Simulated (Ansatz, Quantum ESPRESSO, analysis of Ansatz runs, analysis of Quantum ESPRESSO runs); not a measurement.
# Substitutional N in diamond: charge-transition level against experiment (Quantum ESPRESSO), part 4 of 4

Subject: substitutional N in diamond. Wanted: its charge-transition level, in one set-up (PBE, JTH 2.0 PBE, 32-site cell, PBE lattice, k: the single point 1/4 1/4 1/4 then 2x2x2 shifted, started with the impurity moved along one bond, start relaxed with Ansatz). The model is a cell of 32 host atoms with 1 C taken out and 1 N put in. The level is the Fermi energy at which two charge states have equal formation energy, after a correction for the images of the charge. Other potentials or another program check that the number doesn't hang on one set of files.

Quantum ESPRESSO 7.5; PBE, JTH 2.0 PBE, 32-site cell, PBE lattice, k: the single point 1/4 1/4 1/4 then 2x2x2 shifted, started with the impurity moved along one bond, start relaxed with Ansatz.

So far: The starting structure; Relaxation, charge +1; Single point, charge +1; Relaxation, charge 0.

## (5) Single point, charge 0

This step: Quantum ESPRESSO plane-wave DFT, PBE, JTH 2.0 PBE potentials; single point of a defect supercell.

The input, pw.in:

```
&CONTROL
  calculation = 'scf'
  prefix = 'pwscf'
  outdir = './tmp'
  pseudo_dir = './pseudo'
  tprnfor = .true.
  disk_io = 'low'
/
&SYSTEM
  ibrav = 0
  nat = 32
  ntyp = 2
  ecutwfc = 40
  ecutrho = 240
  nbnd = 69
  occupations = 'smearing'
  smearing = 'fd'
  degauss = 0.00073499
  nspin = 2
  starting_magnetization(1) = 0.125
  starting_magnetization(2) = 0.1
  tot_magnetization = 1
  nosym = .true.
/
&ELECTRONS
  conv_thr = 3d-08
  electron_maxstep = 100
  mixing_beta = 0.3
/
ATOMIC_SPECIES
C     12.0110 C.GGA_PBE-JTH.UPF
N     14.0070 N.GGA_PBE-JTH.UPF
CELL_PARAMETERS angstrom
  -3.5736125014    3.5736125014    3.5736125014
   3.5736125014   -3.5736125014    3.5736125014
   3.5736125014    3.5736125014   -3.5736125014
ATOMIC_POSITIONS crystal
C     -0.0006402377   -0.0003111844    0.4999237690
C     -0.0055069484    0.2473712143    0.2465811342
[... 4 atom lines left out ...]
C      0.2501116259    0.4981252168    0.7466093049
C      0.2501101924    0.7473989287    0.4973324736
[... 1 atom line left out ...]
C      0.4977988001    0.2504385800    0.7466115665
N      0.4617647616    0.4620867663    0.4613101375
C      0.4977936512    0.7473956149    0.2496470162
[... 1 atom line left out ...]
C      0.7470737175    0.2504375081    0.4973347886
C      0.7470681585    0.4981224094    0.2496475745
C      0.7533643519    0.7536919217    0.0026553082
[... 6 atom lines left out ...]
C      0.2437953819    0.4912007905    0.4904154702
[... 2 atom lines left out ...]
C      0.4908783265    0.2441201558    0.4904183578
C      0.4908716223    0.4911969927    0.2433356850
[... 4 atom lines left out ...]
C      0.7894711391    0.7897979540    0.7890088661
K_POINTS automatic
2 2 2 1 1 1
```

The input, pp_potential.in:

```
&INPUTPP
  prefix = 'pwscf'
  outdir = './tmp'
  filplot = 'potential.dat'
  plot_num = 11
/
&PLOT
  nfile = 1
  filepp(1) = 'potential.dat'
  iflag = 3
  output_format = 6
  fileout = 'potential.cube'
/
```

Run with:

```console
$ OMP_NUM_THREADS=1 mpirun -n 4 pw.x -nk 2 -in pw.in > pw.out
$ OMP_NUM_THREADS=1 mpirun -n 4 pp.x -in pp_potential.in > pp_potential.out
```

Output:

```text
[banner, memory and clock lines left out]
          URL

     file C.GGA_PBE-JTH.UPF: wavefunction(s)  0S 2P 0P renormalized
     file N.GGA_PBE-JTH.UPF: wavefunction(s)  0S 0P renormalized

     bravais-lattice index     =            0
     lattice parameter (alat)  =      11.6968  a.u.
     unit-cell volume          =    1231.9100 (a.u.)^3
     number of atoms/cell      =           32
     number of atomic types    =            2
     number of electrons       =       129.00 (up:  65.00, down:  64.00)
     number of Kohn-Sham states=           69
     kinetic-energy cutoff     =      40.0000  Ry
     charge density cutoff     =     240.0000  Ry
     scf convergence threshold =      3.0E-08
     mixing beta               =       0.3000
     number of iterations used =            8  plain     mixing
     Exchange-correlation= SLA PW PBX PBC
                           (   1   4   3   4   0   0   0)

     celldm(1)=  11.696797  celldm(2)=   0.000000  celldm(3)=   0.000000
     celldm(4)=   0.000000  celldm(5)=   0.000000  celldm(6)=   0.000000

     crystal axes: (cart. coord. in units of alat)
               a(1) = (  -0.577350   0.577350   0.577350 )
               a(2) = (   0.577350  -0.577350   0.577350 )
               a(3) = (   0.577350   0.577350  -0.577350 )

     reciprocal axes: (cart. coord. in units 2 pi/alat)
               b(1) = ( -0.000000  0.866025  0.866025 )
               b(2) = (  0.866025 -0.000000  0.866025 )
               b(3) = (  0.866025  0.866025  0.000000 )

     PseudoPot. # 1 for C  read from file:
     C.GGA_PBE-JTH.UPF
     Pseudo is Projector augmented-wave + core cor, Zval =  4.0
     Generated using ATOMPAW code
     Shape of augmentation charge: SINC**2
     Using radial grid of  920 points,  4 beta functions with:
                l(1) =   0
                l(2) =   0
                l(3) =   1
                l(4) =   1
     Q(r) pseudized with 0 coefficients

     PseudoPot. # 2 for N  read from file:
     N.GGA_PBE-JTH.UPF
     Pseudo is Projector augmented-wave + core cor, Zval =  5.0
     Generated using ATOMPAW code
     Shape of augmentation charge: SINC**2
     Using radial grid of  933 points,  4 beta functions with:
                l(1) =   0
                l(2) =   0
                l(3) =   1
                l(4) =   1
     Q(r) pseudized with 0 coefficients

     atomic species   valence    mass     pseudopotential
     C                 4.00    12.01100     C ( 1.00)
     N                 5.00    14.00700     N ( 1.00)

     Starting magnetic structure
     atomic species   magnetization
     C               0.125
     N               0.100

     No symmetry found

   Cartesian axes

     site n.     atom                  positions (alat units)
         1        C      tau(   1) = (   0.2888211   0.2884411  -0.2891804  )
         2        C      tau(   2) = (   0.2883630  -0.0036356  -0.0027233  )
         3        C      tau(   3) = (   0.2888204  -0.2900970   0.2893571  )
         4        C      tau(   4) = (   0.8680306   0.0013439   0.0022570  )
         5        C      tau(   5) = (  -0.0032600   0.2879859  -0.0027252  )
         6        C      tau(   6) = (  -0.0032542  -0.0036317   0.2888939  )
         7        C      tau(   7) = (   0.5742458   0.2878644   0.0009397  )
         8        C      tau(   8) = (   0.5742448   0.0000253   0.2887771  )
         9        C      tau(   9) = (  -0.2897176   0.2884409   0.2893576  )
        10        C      tau(  10) = (   0.2882429   0.5738699   0.0009387  )
        11        N      tau(  11) = (   0.2665234   0.2661516   0.2670484  )
[...]
28        C      tau(  28) = (   0.1422854  -0.1446661   0.7219813  )
        29        C      tau(  29) = (  -0.1442871   0.7210655   0.1428212  )
        30        C      tau(  30) = (  -0.1454430   0.4310198   0.4319350  )
        31        C      tau(  31) = (  -0.1442865   0.1419074   0.7219809  )
        32        C      tau(  32) = (   0.4557232   0.4553458   0.4562570  )

     number of k points=     4  Fermi-Dirac smearing, width (Ry)=  0.0007
                       cart. coord. in units 2pi/alat
        k(    1) = (   0.4330127   0.4330127   0.4330127), wk =   0.2500000
        k(    2) = (   0.0000000   0.0000000   0.4330127), wk =   0.2500000
        k(    3) = (   0.0000000   0.4330127   0.0000000), wk =   0.2500000
        k(    4) = (  -0.4330127   0.0000000   0.0000000), wk =   0.2500000

     Dense  grid:    77413 G-vectors     FFT dimensions: (  60,  60,  60)

     Smooth grid:    42147 G-vectors     FFT dimensions: (  48,  48,  48)

     Check: negative core charge=   -0.000056
     Generating pointlists ...
     new r_m :   0.0986 (alat units)  1.1529 (a.u.) for type    1
     new r_m :   0.0986 (alat units)  1.1529 (a.u.) for type    2

     Initial potential from superposition of free atoms

     starting charge     128.9987, renormalised to     129.0000
     Starting wfcs are  256 randomized atomic wfcs
     Checking if some PAW data can be deallocated...

     Self-consistent Calculation

     iteration #  1     ecut=    40.00 Ry     beta= 0.30
     Davidson diagonalization with overlap
     ethr =  1.00E-02,  avg # of iterations =  2.0

[...]
estimated scf accuracy    <       0.00000131 Ry

     total magnetization       =     1.00 Bohr mag/cell
     absolute magnetization    =     1.10 Bohr mag/cell

     iteration # 10     ecut=    40.00 Ry     beta= 0.30
     Davidson diagonalization with overlap
     ethr =  1.01E-09,  avg # of iterations =  3.5

     total energy              =    -599.40169155 Ry
     estimated scf accuracy    <       0.00000023 Ry

     total magnetization       =     1.00 Bohr mag/cell
     absolute magnetization    =     1.10 Bohr mag/cell

     iteration # 11     ecut=    40.00 Ry     beta= 0.30
     Davidson diagonalization with overlap
     ethr =  1.78E-10,  avg # of iterations =  3.5

     total energy              =    -599.40169179 Ry
     estimated scf accuracy    <       0.00000007 Ry

     total magnetization       =     1.00 Bohr mag/cell
     absolute magnetization    =     1.10 Bohr mag/cell

     iteration # 12     ecut=    40.00 Ry     beta= 0.30
     Davidson diagonalization with overlap
     ethr =  5.40E-11,  avg # of iterations =  4.0

     Magnetic moment per site  (integrated on atomic sphere of radius R)
     atom   1 (R=0.099)  charge=  1.8303  magn=  0.0068
     atom   2 (R=0.099)  charge=  1.8338  magn=  0.0024
     atom   3 (R=0.099)  charge=  1.8299  magn=  0.0068
     atom   4 (R=0.099)  charge=  1.8421  magn= -0.0085
     atom   5 (R=0.099)  charge=  1.8340  magn=  0.0024
     atom   6 (R=0.099)  charge=  1.8337  magn=  0.0024
     atom   7 (R=0.099)  charge=  1.8117  magn=  0.0012
     atom   8 (R=0.099)  charge=  1.8117  magn=  0.0012
     atom   9 (R=0.099)  charge=  1.8302  magn=  0.0067
     atom  10 (R=0.099)  charge=  1.8115  magn=  0.0012
[...]
atom  28 (R=0.099)  charge=  1.8109  magn=  0.0047
     atom  29 (R=0.099)  charge=  1.8112  magn=  0.0046
     atom  30 (R=0.099)  charge=  1.8343  magn=  0.0049
     atom  31 (R=0.099)  charge=  1.8107  magn=  0.0047
     atom  32 (R=0.099)  charge=  1.8493  magn=  0.2745

     End of self-consistent calculation

 ------ SPIN UP ------------

          k = 0.4330 0.4330 0.4330 (  5276 PWs)   bands (ev):

    -7.7467  -6.5192  -6.5192  -6.4817  -4.1442  -2.5703  -2.5702  -2.3300
    -2.3077  -2.3077  -2.2120  -2.2118  -2.1196  -2.1015  -2.1014  -1.8310
     1.4622   1.9758   1.9759   2.2934   2.3506   2.3507   2.4462   2.4674
     2.4675   2.5268   2.5268   2.8915   5.5308   5.5309   5.8935   6.2333
     6.3077   6.3078   6.4562   6.4562   6.4660   6.4817   6.6148   6.6450
     6.6450   6.6964   6.6964   7.0517   7.8288   7.8288   8.1979   8.1979
     8.2782   8.3033   8.3034   8.3623   8.4430   8.4430   8.4800   8.7359
    10.9983  10.9983  11.3616  11.3617  11.4732  11.4733  11.5252  11.9372
    15.6015  18.3928  18.9599  18.9602  19.1805

          k = 0.0000 0.0000 0.4330 (  5258 PWs)   bands (ev):

    -8.1132  -6.5236  -5.4825  -5.4188  -5.3181  -4.0716  -3.4011  -3.3636
    -3.3356  -3.0821  -1.8508  -1.3779  -1.3027  -1.2473   0.1939   0.5242
[...]
15.6511  17.4386  18.5328  19.2334  19.4891

          k = 0.0000 0.4330 0.0000 (  5258 PWs)   bands (ev):

[...]
15.6511  17.4386  18.5328  19.2334  19.4892

          k =-0.4330 0.0000 0.0000 (  5258 PWs)   bands (ev):

[...]
15.6511  17.4386  18.5328  19.2334  19.4893

 ------ SPIN DOWN ----------

          k = 0.4330 0.4330 0.4330 (  5276 PWs)   bands (ev):

[...]
16.7309  18.4734  18.9831  18.9833  19.1961

          k = 0.0000 0.0000 0.4330 (  5258 PWs)   bands (ev):

[...]
16.6139  17.6173  18.6336  19.3004  19.5154

          k = 0.0000 0.4330 0.0000 (  5258 PWs)   bands (ev):

[...]
16.6139  17.6173  18.6336  19.3004  19.5154

          k =-0.4330 0.0000 0.0000 (  5258 PWs)   bands (ev):

[...]
2.8610   2.9908   4.1336   4.1915   4.3325   4.4203   4.6394   5.5946
     5.6408   5.9301   6.0081   6.2980   6.4546   6.7223   6.8674   7.2154
     7.3313   7.4987   7.5672   7.5805   7.6703   7.7575   7.7645   7.8646
     8.1259   8.4460   8.5782   8.6045   8.9322   9.8574   9.9777  10.1701
    10.2372  10.3038  10.3836  10.4933  10.7977  11.3956  11.5634  12.1385
    16.6139  17.6173  18.6336  19.3004  19.5157

     the spin up/dw Fermi energies are    16.1371   12.6585 ev

!    total energy              =    -599.40169188 Ry
     total all-electron energy =      -599.401692 Ry
     estimated scf accuracy    <       0.00000001 Ry
     smearing contrib. (-TS)   =       0.00000000 Ry
     internal energy E=F+TS    =    -599.40169188 Ry

     The total energy is F=E-TS. E is the sum of the following terms:
     one-electron contribution =     130.84466238 Ry
     hartree contribution      =      33.87816227 Ry
     xc contribution           =    -146.49290906 Ry
     ewald contribution        =    -414.06531270 Ry
     one-center paw contrib.   =    -203.56629477 Ry

     total magnetization       =     1.00 Bohr mag/cell
     absolute magnetization    =     1.10 Bohr mag/cell

     convergence has been achieved in  12 iterations

     Forces acting on atoms (cartesian axes, Ry/au):

     atom    1 type  1   force =    -0.00024327   -0.00026262   -0.00215588
     atom    2 type  1   force =    -0.00006647   -0.00132959   -0.00134469
     atom    3 type  1   force =    -0.00026452   -0.00215371   -0.00024661
     atom    4 type  1   force =    -0.00260098   -0.00026159   -0.00021935
     atom    5 type  1   force =    -0.00133417   -0.00005673   -0.00134245
     atom    6 type  1   force =    -0.00133344   -0.00132667   -0.00008525
     atom    7 type  1   force =    -0.00045392    0.00070414   -0.00013428
     atom    8 type  1   force =    -0.00048549   -0.00013416    0.00071262
     atom    9 type  1   force =    -0.00215663   -0.00027029   -0.00023396
     atom   10 type  1   force =     0.00071280   -0.00045551   -0.00013956
[...]
atom   28 type  1   force =    -0.00001403   -0.00045063    0.00003961
     atom   29 type  1   force =    -0.00044314    0.00001023   -0.00000232
     atom   30 type  1   force =     0.00225788    0.00041535    0.00044264
     atom   31 type  1   force =    -0.00043713   -0.00001813    0.00003717
     atom   32 type  1   force =    -0.00593459   -0.00594480   -0.00591396

     Total force =     0.019446     Total SCF correction =     0.000143
```

Run time: 32 s. Hardware: 4 MPI ranks of Arm Neoverse V2, shared host; peak memory 0.45 GiB; 2.1 min of CPU time.

Numbers from this step:

```
total moment                          : 1.0000 μB
integral of the absolute spin density : 1.099 μB
```

## (6) Charge-transition levels

Analysis of the runs above: levels from Quantum ESPRESSO plane-wave DFT, PBE, JTH 2.0 PBE potentials energies with an image-charge correction aligned at atomic sites (own code after Kumagai and Oba).

It gives:

```yaml
gap: 4.123 eV
```

## (7) What came out

| Quantity | Value |
| --- | --- |
| static dielectric constant used | 5.9 |
| band gap of the host | 4.12 eV |
| (plus 1/0) level below the conduction-band bottom | 1.35 eV |

**Reading.** (+1/0) level below the conduction-band bottom: computed 1.35 eV, measured 1.7 eV; 0.35 eV shallower than the measurement. The level is counted in a gap of 4.12 eV, and the correction is screened by a dielectric constant of 5.9 from a linear-response run on the host (PBEsol). Levels hang on the band edges, which semilocal functionals place too close together. Limits: the periodic copies of the defect are only 6.2 Å apart.

[Logs are printed without paths, hosts, clocks, repeated set-up lines and the standing remarks that a program may print on its own settings, such as how far it seeks lower states.]

[Hosts, paths, dates, database ids (printed as entryN), source tags and the programs' standing remarks are cut or masked in the printed files.]

[For some hosts the program warned that the k-mesh of the response run may be too coarse for force constants and the static dielectric constant; such warnings are not shown here.]
